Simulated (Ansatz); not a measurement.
A run of Ansatz 0.2.0 is set up as follows.

The input input.yaml:

```yaml
crystal:
  lattice:
    - [-1.59121869, 1.59121869, 1.59121869]
    - [1.59121869, -1.59121869, 1.59121869]
    - [1.59121869, 1.59121869, -1.59121869]
  atoms:
    - { symbol: Al, position: [0.0, 0.0, 0.0] }
hamiltonian:
  xc: lda
  pseudopotentials: { kind: paw }
kpoints:
  mp_grid: { grid: [12, 12, 12] }
  band_path:
    path:
      - [[0.0, 0.0, 0.0], [0.5, -0.5, 0.5], [0.0, 0.0, 0.5], [0.0, 0.0, 0.0], [0.25, 0.25, 0.25], [0.5, -0.5, 0.5]]
      - [[0.25, 0.25, 0.25], [0.0, 0.0, 0.5]]
    npoints: 14
scf:
  occupations: { method: fermi_dirac, width: 0.05 }
  n_extra_bands: 6
output:
  forces: true
  stress: true
  eigenvalues: true
  fatbands: false
```

Potentials or basis: Ansatz PAW.

Run with:

```sh
$ ansatz run input.yaml --threads 2 --pin off --max-ram 5632MiB --backend cpu --events-out ev --progress --plain --runs-dir out
```

Task: Estimate the band gap on the k mesh.

Result: None (metal or under the smearing width).

Task: Predict the pressure.

Result: 0.5 GPa.

Levels at the corners of the path, in eV from the Fermi level:
```csv
point,band 1,band 2,band 3,band 4
Γ,-11.23,13.22,13.22,13.22
H,1.91,1.91,1.91,3.03
N,-4.33,-3.88,8.25,8.30
Γ,-11.23,13.22,13.22,13.22
P,-0.96,-0.96,-0.96,0.43
H,1.91,1.91,1.91,3.03
P,-0.96,-0.96,-0.96,0.43
N,-4.33,-3.88,8.25,8.30
```

Caveat: the PAW data sets come from PBE, with cores solved anew for the run's functional, which leaves a small shift of forces and pressure.
